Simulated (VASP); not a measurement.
Se:

```
Se
1.0
     4.50482    0.00000    0.00000
    -2.25241    3.90129    0.00000
     0.00000    0.00000    4.97880
Se
3
Cartesian
  0.9816 0.0000 1.6596
  -0.4908 0.8501 3.3192
  1.7616 3.0512 0.0000
```

- Program: VASP 6.6.1
- Task: relaxation of cell and atoms
- Functional: PBE
- Dispersion: D3(BJ)
- Potentials or basis: VASP PAW PBE potentials, release 64 (Se)
- Cutoff: 600 eV
- k mesh: 9 × 9 × 6
- Occupations: gaussian, width 0.02 eV
- Spin: no spin polarisation

At the start: pressure -0.2 GPa; volume 29.17 Å³/atom.

Task: How do energy, volume and symmetry change on relaxing?

Result: Over 25 steps the energy falls by 40.1 meV/atom and the volume is 24.46 Å³/atom (-16.1 %); space group P3_121 (No. 152, to 0.05 Å).

The path:
| step | energy change (eV) | largest force (eV/Å) | pressure (GPa) | volume (Å³) |
| --- | --- | --- | --- | --- |
| 1 | 0.0000 | 0.3390 | -0.25 | 87.50 |
| 2 | -0.0171 | 0.1210 | -1.07 | 86.93 |
| 3 | -0.0269 | 0.2350 | -2.51 | 85.80 |
| 4 | -0.0320 | 0.2354 | -2.49 | 85.31 |
| 5 | -0.0468 | 0.2330 | -2.39 | 83.87 |
| 6 | -0.0740 | 0.2186 | -2.09 | 81.01 |
| 7 | -0.1103 | 0.1599 | -0.87 | 75.46 |
| 8 | -0.1136 | 0.1273 | -0.02 | 72.92 |
| 9 | -0.1138 | 0.1364 | -0.28 | 73.64 |
| 10 | -0.1156 | 0.0992 | -0.14 | 73.68 |
| 11 | -0.1180 | 0.0053 | 0.25 | 73.79 |
| 12 | -0.1180 | 0.0277 | 0.33 | 73.81 |
| 13 | -0.1191 | 0.0135 | 0.04 | 74.16 |
| 14 | -0.1193 | 0.0030 | -0.17 | 74.42 |
| 15 | -0.1193 | 0.0042 | -0.14 | 74.39 |
| 16 | -0.1195 | 0.0158 | -0.08 | 74.28 |
| 17 | -0.1197 | 0.0430 | 0.06 | 74.04 |
| 18 | -0.1199 | 0.0312 | -0.02 | 74.01 |
| 19 | -0.1200 | 0.0164 | -0.13 | 73.98 |
| 20 | -0.1201 | 0.0166 | -0.07 | 73.79 |
| 21 | -0.1202 | 0.0173 | 0.07 | 73.37 |
| 22 | -0.1202 | 0.0171 | 0.04 | 73.45 |
| 23 | -0.1203 | 0.0001 | -0.03 | 73.44 |
| 24 | -0.1203 | 0.0008 | -0.04 | 73.44 |
| 25 | -0.1203 | 0.0002 | 0.01 | 73.38 |

Final structure:
```yaml
crystal:
  lattice:
    - [4.06200, 0.00000, 0.00000]
    - [-2.03100, 3.51780, 0.00000]
    - [0.00000, 0.00000, 5.13523]
  atoms:
    - { symbol: Se, position: [0.24797, 0.00000, 0.33333] }
    - { symbol: Se, position: [0.00000, 0.24797, 0.66667] }
    - { symbol: Se, position: [0.75203, 0.75203, 0.00000] }
```

Caveat: the volume moved by over 15 % at a fixed basis, so the end points are rough.
